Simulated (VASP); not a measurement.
A run of VASP 6.6.1 is set up as follows.

The input INCAR:

```
SYSTEM = Sc
PREC     = Accurate       ! precision mode
ENCUT    = 520            ! plane-wave cutoff, eV
EDIFF    = 1E-6           ! SCF threshold, eV
ISMEAR   = 0              ! smearing method
SIGMA    = 0.1            ! smearing width, eV
LREAL    = .False.        ! projectors in reciprocal space
LASPH    = .True.         ! aspherical terms in the spheres
NELM     = 80             ! most SCF steps
ALGO     = Normal         ! electronic algorithm
ISIF     = 2              ! what is computed and relaxed
LWAVE    = .False.        ! write WAVECAR
LCHARG   = .False.        ! write CHGCAR
MAGMOM   = 0 0 0 0 0 0    ! initial moments
LORBIT   = 11             ! projections on sites
LSORBIT  = .True.         ! spin-orbit coupling
GGA_COMPAT= .False.      
LMAXMIX  = 4              ! l up to which the mixer works
GGA      = PS             ! functional
```

The input KPOINTS:

```
Automatic mesh
0
Gamma
  15 15 8
  0 0 0
```

Contents of POSCAR:

```
Sc
1.0
    3.2785900000      0.0000000000      0.0000000000
   -1.6392900000      2.8393400000      0.0000000000
    0.0000000000      0.0000000000      5.0848600000
Sc
2
Direct
    0.3333300000      0.6666700000      0.2500000000
    0.6666700000      0.3333300000      0.7500000000
```

Potentials or basis: VASP PAW PBE potentials, release 64 (Sc_sv).

The run is started by

```console
$ cat potpaw_PBE.64/Sc_sv/POTCAR > POTCAR
$ mpirun -np 1 vasp_ncl > vasp.out
```

(1) Predict the pressure.

(2) Estimate the net moment.

Answers

(1) -0.1 GPa.

(2) 0.00 μB per cell.

Caveat: the PAW data sets were made with another functional, which shifts forces and pressure a little.
